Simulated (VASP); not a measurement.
## SiC: relaxation of cell and atoms with PBEsol

Crystal: SiC.

```
Si C
1.0
     0.00000    2.02866    2.02866
     2.02866    0.00000    2.02866
     2.02866    2.02866    0.00000
Si C
1 1
Direct
  0.00000 0.00000 0.00000
  0.50000 0.50000 0.50000
```

The cell was built by a generator and needn't be a form met in nature.

```yaml
Program: VASP 6.6.1
Task: relaxation of cell and atoms
Functional: PBEsol
Potentials_or_basis: VASP PAW PBE potentials, release 64 (Si, C)
Cutoff: 600 eV
k_mesh: 18 × 18 × 18
Occupations: gaussian, width 0.1 eV
Spin: no spin polarisation
Dipole_correction: no
Further_INCAR_settings: ALGO = Fast; EDIFF = 1e-06; IBRION = 2; EDIFFG = -0.005; NSW = 70; ISIF = 3
```

The relaxed volume is 8.22 Å³/atom and the relaxed cell is a = 2.854 Å, b = 2.854 Å, c = 2.854 Å, α = 60.00°, β = 60.00°, γ = 60.00°. The space group after relaxing (to 0.05 Å) is Fm-3m (No. 225) and the energy gained by relaxing is 1.6 meV/atom. The ionic steps are 3. The pressure after relaxing is 0.0 GPa and the band gap on the k mesh is none (metal or under the smearing width).

Step by step:
| step | energy change (eV) | largest force (eV/Å) | pressure (GPa) | volume (Å³) |
| --- | --- | --- | --- | --- |
| 1 | 0.0000 | 0.0000 | -3.87 | 16.70 |
| 2 | -0.0006 | 0.0000 | 3.64 | 16.22 |
| 3 | -0.0031 | 0.0000 | -0.01 | 16.44 |

Final structure:
```
Si C
1.0
     0.00000    2.01821    2.01821
     2.01821    0.00000    2.01821
     2.01821    2.01821    0.00000
Si C
1 1
Direct
  0.00000 0.00000 0.00000
  0.50000 0.50000 0.50000
```

Levels at points of the mesh, in eV from the Fermi level:
| k point | band 1 | band 2 | band 3 | band 4 | band 5 | band 6 | band 7 | band 8 |
| --- | --- | --- | --- | --- | --- | --- | --- | --- |
| (0.00, 0.00, 0.00) | -18.53 | 0.07 | 0.07 | 0.07 | 7.74 | 8.93 | 8.93 | 8.93 |
| (0.50, 0.00, 0.00) | -13.29 | -11.60 | -1.02 | -1.02 | 5.32 | 5.32 | 5.98 | 9.72 |
| (0.50, 0.50, 0.00) | -11.48 | -9.88 | -4.30 | -4.30 | -0.81 | 2.43 | 14.99 | 15.03 |

It took 26 s on 1 thread of Intel(R) Xeon(R) Platinum 8488C (Sapphire Rapids), on a shared host, peak memory 0.16 GiB.

Caveat: the PAW data sets were made with another functional, which shifts forces and pressure a little.
